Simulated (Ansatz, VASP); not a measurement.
One calculation of Cd, two programs

```xyz
1
Lattice="0.0000 2.2520 2.2520 2.2520 0.0000 2.2520 2.2520 2.2520 0.0000" Properties=species:S:1:pos:R:3 pbc="T T T"
Cd    0.0000    0.0000    0.0000
```

Alike in both runs: functional PBE; k mesh 8 × 8 × 8; occupations gaussian, width 0.1 eV; no spin polarisation.

Ansatz relaxed the structure, and its values are those at the end. VASP's run is a single point on that final structure, the one shown.

|  | VASP | Ansatz |
| --- | --- | --- |
| version | VASP 6.6.1 | Ansatz 0.2.0 |
| potentials or method | VASP PAW PBE potentials, release 64 (Cd) | scalar-relativistic, plane waves, PAW |
| plane-wave cutoff (eV) | 520 | 420 |
| valence electrons in the cell | 12 | 20 |

Ansatz gave:

* gap on the k mesh at the Fermi level (eV): none
* pressure (GPa): 0.1

Which values does VASP return?

gap on the k mesh at the Fermi level (eV): none; pressure (GPa): 0.3.

A gap of «none» marks a metal or a gap that the smearing closes. The functional is the same, so the differences come from potentials, cutoffs and numerics. The two sets of potentials don't hold the same shells in valence.
